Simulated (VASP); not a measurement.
# AlP (F-43m) in VASP: notebook, part 2 of 2

VASP 6.6.1. The steps go on from the part before.

## 3. Single point, PBE

INCAR reads:

```
SYSTEM = AlP
PREC     = Accurate       ! precision mode
ENCUT    = 500            ! plane-wave cutoff, eV
EDIFF    = 1E-6           ! SCF threshold, eV
ISMEAR   = 0              ! smearing method
SIGMA    = 0.01           ! smearing width, eV
LREAL    = .False.        ! projectors in reciprocal space
LASPH    = .True.         ! aspherical terms in the spheres
NELM     = 120            ! most SCF steps
ALGO     = Normal         ! electronic algorithm
ISIF     = 2              ! what is computed and relaxed
LWAVE    = .False.        ! write WAVECAR
LCHARG   = .False.        ! write CHGCAR
GGA      = PE             ! functional
NBANDS   = 11             ! bands
GGA_COMPAT= .False.
```

KPOINTS reads:

```
Automatic mesh
0
Gamma
  4 4 4
  0 0 0
```

POSCAR reads:

```
AlP
1.0
    0.0000000000      2.7255000000      2.7255000000
    2.7255000000      0.0000000000      2.7255000000
    2.7255000000      2.7255000000      0.0000000000
Al P
1 1
Direct
    0.0000000000      0.0000000000      0.0000000000
    0.2500000000      0.2500000000      0.2500000000
```

Potentials or basis: VASP PAW PBE potentials, release 64 (Al, P).

Command:

```sh
cat potpaw_PBE.64/Al/POTCAR potpaw_PBE.64/P/POTCAR > POTCAR
mpirun -np 1 vasp_std > vasp.out
```

OUTCAR:

```text
SYSTEM = AlP
   PREC = Accurate
   ENCUT = 500
   EDIFF = 1E-6
   ISMEAR = 0
   LREAL = .False.
   LASPH = .True.
   NELM = 120
   ISIF = 2
   GGA = PE

 ion  position               nearest neighbor table
   1  0.000  0.000  0.000-   2 2.36   2 2.36   2 2.36   2 2.36
   2  0.250  0.250  0.250-   1 2.36   1 2.36   1 2.36   1 2.36

  LATTYP: Found a face centered cubic cell.
 ALAT       =     5.4510000000

  Lattice vectors:

 A1 = (   0.0000000000,   2.7255000000,   2.7255000000)
 A2 = (   2.7255000000,   0.0000000000,   2.7255000000)
 A3 = (   2.7255000000,   2.7255000000,   0.0000000000)

Analysis of symmetry for initial positions (statically):
=====================================================================
 Subroutine PRICEL returns:
 Original cell was already a primitive cell.

 Routine SETGRP: Setting up the symmetry group for a
 face centered cubic supercell.

 Subroutine GETGRP returns: Found 24 space group operations
 (whereof 24 operations were pure point group operations)
 out of a pool of 48 trial point group operations.

The static configuration has the point symmetry T_d .

Analysis of symmetry for dynamics (positions and initial velocities):
=====================================================================
 Subroutine PRICEL returns:
 Original cell was already a primitive cell.

 Routine SETGRP: Setting up the symmetry group for a
 face centered cubic supercell.

 Subroutine GETGRP returns: Found 24 space group operations
 (whereof 24 operations were pure point group operations)
 out of a pool of 48 trial point group operations.

The dynamic configuration has the point symmetry T_d .

 Subroutine INISYM returns: Found 24 space group operations
 (whereof 24 operations are pure point group operations),
 and found     1 'primitive' translations

----------------------------------------------------------------------------------------

                                     Primitive cell

  volume of cell :      40.4919

  direct lattice vectors                    reciprocal lattice vectors
     0.000000000  2.725500000  2.725500000    -0.183452578  0.183452578  0.183452578
     2.725500000  0.000000000  2.725500000     0.183452578 -0.183452578  0.183452578
     2.725500000  2.725500000  0.000000000     0.183452578  0.183452578 -0.183452578

  length of vectors
     3.854439064  3.854439064  3.854439064     0.317749185  0.317749185  0.317749185

  position of ions in fractional coordinates (direct lattice)
     0.000000000  0.000000000  0.000000000
     0.250000000  0.250000000  0.250000000

  ion indices of the primitive-cell ions
   primitive index   ion index
                 1           1
                 2           2

----------------------------------------------------------------------------------------

 KPOINTS: Automatic mesh

Automatic generation of k-mesh.
 Grid dimensions read from file:
 generate k-points for:    4    4    4

 Generating k-lattice:

  Cartesian coordinates                     Fractional coordinates (reciprocal lattice)
    -0.045863144  0.045863144  0.045863144     0.250000000  0.000000000  0.000000000
     0.045863144 -0.045863144  0.045863144     0.000000000  0.250000000  0.000000000
     0.045863144  0.045863144 -0.045863144     0.000000000  0.000000000  0.250000000

  Length of vectors
     0.079437296  0.079437296  0.079437296

  Shift w.r.t. Gamma in fractional coordinates (k-lattice)
     0.000000000  0.000000000  0.000000000

 Subroutine IBZKPT returns following result:
 ===========================================

 Found      8 irreducible k-points:

 Following reciprocal coordinates:
            Coordinates               Weight
  0.000000  0.000000  0.000000      1.000000
  0.250000  0.000000  0.000000      8.000000
  0.500000  0.000000  0.000000      4.000000
  0.250000  0.250000  0.000000      6.000000
  0.500000  0.250000  0.000000     24.000000
 -0.250000  0.250000  0.000000     12.000000
  0.500000  0.500000  0.000000      3.000000
 -0.250000  0.500000  0.250000      6.000000
   k-points           NKPTS =      8   k-points in BZ     NKDIM =      8   number of bands    NBANDS=     11
   number of dos      NEDOS =    301   number of ions     NIONS =      2
   total plane-waves  NPLWV =  21952
   dimension x,y,z NGX =    28 NGY =   28 NGZ =   28
   dimension x,y,z NGXF=    56 NGYF=   56 NGZF=   56
   ions per type =               1   1
   NGX,Y,Z   is equivalent  to a cutoff of  12.08, 12.08, 12.08 a.u.
   NGXF,Y,Z  is equivalent  to a cutoff of  24.15, 24.15, 24.15 a.u.
 SYSTEM =  AlP
   PREC   = accura    normal or accurate (medium, high low for compatibility)
   ISTART =      0    job   : 0-new  1-cont  2-samecut
   ICHARG =      2    charge: 1-file 2-atom 10-const
   ISPIN  =      1    spin polarized calculation?
   LNONCOLLINEAR =      F non collinear calculations
   LSORBIT =      F    spin-orbit coupling
   LASPH  =      T    aspherical Exc in radial PAW
   ENCUT  =  500.0 eV  36.75 Ry    6.06 a.u.   7.03  7.03  7.03*2*pi/ulx,y,z
   NELM   =    120;   NELMIN=  2; NELMDL= -5     # of ELM steps
   EDIFF  = 0.1E-05   stopping-criterion for ELM
   LREAL  =      F    real-space projection
   EDIFFG = 0.1E-04   stopping-criterion for IOM
   NSW    =      0    number of steps for IOM
   IBRION =     -1    ionic relax: 0-MD 1-quasi-New 2-CG
   NFREE  =      0    steps in history (QN), initial steepest desc. (CG)
   ISIF   =      2    stress and relaxation
   ISYM   =      2    0-nonsym 1-usesym 2-fastsym
   POTIM  = 0.5000    time-step for ionic-motion
   TEBEG  =    0.0;   TEEND  =   0.0 temperature during run
   PSTRESS=    0.0 pullay stress
   NELECT =       8.0000    total number of electrons
   NUPDOWN=      -1.0000    fix difference up-down
   EMIN   =  10.00;   EMAX   =-10.00  energy-range for DOS
   EFERMI =   0.00;   METHOD = LEGACY
   ISMEAR =     0;   SIGMA  =   0.01  broadening in eV -4-tet -1-fermi 0-gaus
   EFERMI_NEDOS =   21; number of points for ismear=-14 and -15
   IALGO  =     38    algorithm
   IMIX   =      4    mixing-type and parameters
     AMIX     =   0.40;   BMIX     =  1.00
     AMIX_MAG =   1.60;   BMIX_MAG =  1.00
  volume/ion in A,a.u.               =      20.25       136.63
  Fermi-wavevector in a.u.,A,eV,Ry     =   0.953488  1.801831 12.369596  0.909140
  Thomas-Fermi vector in A             =   2.082148
   LORBIT       =      0    0 simple, 1 ext, 2 COOP (PROOUT), +10 PAW based schemes
   GGA     = PE    functional components
   LHFCALC =     F    Hartree Fock is set to
   AEXX    =    0.0000 exact exchange contribution
   IVDW    =     0    specifies the selected vdW correction
   LEPSILON=     F    determine dielectric tensor
   LRPA    =     F    only Hartree local field effects (RPA)
 non-spin polarized calculation
 Gauss-broadening in eV      SIGMA  =   0.01
  energy-cutoff  :      500.00
  volume of cell :       40.49
 maximum number of plane-waves:      1056
   NGX = 13   NGY = 13   NGZ = 13

 number of electron       8.0000000 magnetization

 Free energy of the ion-electron system (eV)
  ---------------------------------------------------
  ext. energy  EPLUGINS =         0.00000000
  ---------------------------------------------------
  free energy    TOTEN  =       -10.27060856 eV

  energy without entropy =      -10.27060856  energy(sigma->0) =      -10.27060856

 E-fermi :   4.7079     XC(G=0):  -9.2110

 val. band max:        4.6646371305   @ k =   0.0000   0.0000   0.0000
 cond. band min:       6.2096146674   @ k =   0.5000   0.5000   0.0000
 fundamental gap:      1.5449775369
 Fermi energy:         4.7079062695

 k-point     1 :       0.0000    0.0000    0.0000
  band No.  band energies     occupation
      1      -6.8744      2.00000
      2       4.6646      2.00000
      3       4.6646      2.00000
      4       4.6646      2.00000
      5       8.0071      0.00000
      6       9.2077      0.00000
      7       9.2077      0.00000
      8       9.2077      0.00000
      9      13.4828      0.00000
     10      13.4828      0.00000
     11      14.9706      0.00000
[... 85 lines left out ...]
 k-point     8 :      -0.2500    0.5000    0.2500
  band No.  band energies     occupation
      1      -4.4530      2.00000
      2      -0.2844      2.00000
      3       1.4639      2.00000
      4       1.8215      2.00000
      5       8.9760      0.00000
      6      10.6170      0.00000
      7      10.7976      0.00000
      8      11.0415      0.00000
      9      15.9771      0.00000
     10      16.6380      0.00000
     11      18.0099      0.00000

------------------------ aborting loop because EDIFF is reached ----------------------------------------

  FORCE on cell =-STRESS in cart. coord.  units (eV):
  Direction    XX          YY          ZZ          XY          YZ          ZX
  --------------------------------------------------------------------------------------
  -------------------------------------------------------------------------------------
  Total        0.7720156      0.7720156      0.7720156      0.0000000     -0.0000000     -0.0000000
  in kB       30.5469674     30.5469674     30.5469674      0.0000000     -0.0000000     -0.0000000
  external PRESSURE =      30.5469674 kB  Pullay stress =       0.0000000 kB

 VOLUME and BASIS-vectors are now :
 -----------------------------------------------------------------------------
  energy-cutoff  :      500.00
  volume of cell :       40.49
      direct lattice vectors                 reciprocal lattice vectors
     0.000000000  2.725500000  2.725500000    -0.183452578  0.183452578  0.183452578
     2.725500000  0.000000000  2.725500000     0.183452578 -0.183452578  0.183452578
     2.725500000  2.725500000  0.000000000     0.183452578  0.183452578 -0.183452578

 POSITION                                       TOTAL-FORCE (eV/Angst)
 -----------------------------------------------------------------------------------
      0.00000      0.00000      0.00000         0.000000      0.000000      0.000000
      1.36275      1.36275      1.36275        -0.000000     -0.000000     -0.000000
 -----------------------------------------------------------------------------------
    total drift:                               -0.000000     -0.000000     -0.000000

  FREE ENERGIE OF THE ION-ELECTRON SYSTEM (eV)
  ---------------------------------------------------
  free  energy   TOTEN  =       -10.2706085611 eV

  energy  without entropy=      -10.2706085611  energy(sigma->0) =      -10.27060856
```

Wall time 9.3 s (1 thread of Intel Xeon 8259CL, shared host); peak memory 0.14 GiB.

Results:

```
Free energy            : -10.2706 eV
Pressure               : 3.1 GPa
Band gap on the k mesh : 1.54 eV, indirect (least direct gap 3.34 eV)
```

Levels at points of the mesh, in eV from the valence-band top:
```tsv
k point	band 1	band 2	band 3	band 4	band 5	band 6	band 7	band 8
(0.00, 0.00, 0.00)	-11.54	0.00	0.00	0.00	3.34	4.54	4.54	4.54
(0.50, 0.00, 0.00)	-9.84	-5.57	-0.77	-0.77	2.82	4.80	4.80	8.27
(0.50, 0.50, 0.00)	-9.17	-5.34	-2.12	-2.12	1.54	2.44	11.10	11.10
```

Caveat: the k points lie up to 0.50 Å⁻¹ apart. A k mesh can miss the band edges.

## 4. Single point, PBE

INCAR reads:

```
ALGO = Normal
EDIFF = 1E-6
ENCUT = 500
GGA = PE
GGA_COMPAT = False
ISIF = 2
ISMEAR = 0
LASPH = True
LCHARG = True
LELF = True
LREAL = False
LVHAR = True
LWAVE = False
NBANDS = 11
NELM = 120
PREC = Accurate
SIGMA = 0.01
```

KPOINTS reads:

```
k-points
0
Gamma
  6 6 6
```

POSCAR is that of step 3.

Command:

```sh
cat potpaw_PBE.64/Al/POTCAR potpaw_PBE.64/P/POTCAR > POTCAR
mpirun -np 1 vasp_std > vasp.out
```

Wall time 14 s (1 thread of Intel Xeon 8259CL, shared host); peak memory 0.15 GiB.

The run converged. Its results:

```yaml
Free_energy: -10.3591 eV
Pressure: 2.7 GPa
Band_gap_on_the_k_mesh: 1.57 eV, indirect (least direct gap 3.35 eV)
```

Levels at points of the mesh, in eV from the valence-band top:
```csv
k point,band 1,band 2,band 3,band 4,band 5,band 6,band 7,band 8
"(0.00, 0.00, 0.00)",-11.53,0.00,0.00,0.00,3.35,4.57,4.57,4.57
"(0.50, 0.00, 0.00)",-9.84,-5.55,-0.77,-0.77,2.83,4.82,4.82,8.29
"(0.50, 0.50, 0.00)",-9.17,-5.33,-2.11,-2.11,1.57,2.46,11.11,11.11
```

## 5. Summary

| k mesh | gap on the mesh (eV) | pressure (GPa) |
| --- | --- | --- |
| 2 × 2 × 2 | 1.37 | 8.8 |
| 4 × 4 × 4 | 1.54 | 3.1 |
| 6 × 6 × 6 | 1.57 | 2.7 |

Alike in all rows: task single point; level PBE; potentials or basis VASP PAW PBE potentials, release 64 (Al, P); no spin polarisation; cell as given; cutoff (eV) 500; smearing gaussian 0.01 eV.

Caveats: some runs use coarse meshes.

Total energies depend on the potentials used, so only differences within one code and one set of settings carry meaning.

## 6. Comparison with measurements

Step 4. A measured gap of AlP is 2.505 eV (indirect; 4.2 K; a printed reference work, data compilation); the calculated 1.57 eV misses it by -0.94 eV. The value is that of PBE on a finite k mesh, which can miss the band edges, without temperature or zero-point motion. Semilocal functionals fall short of measured gaps as a rule.
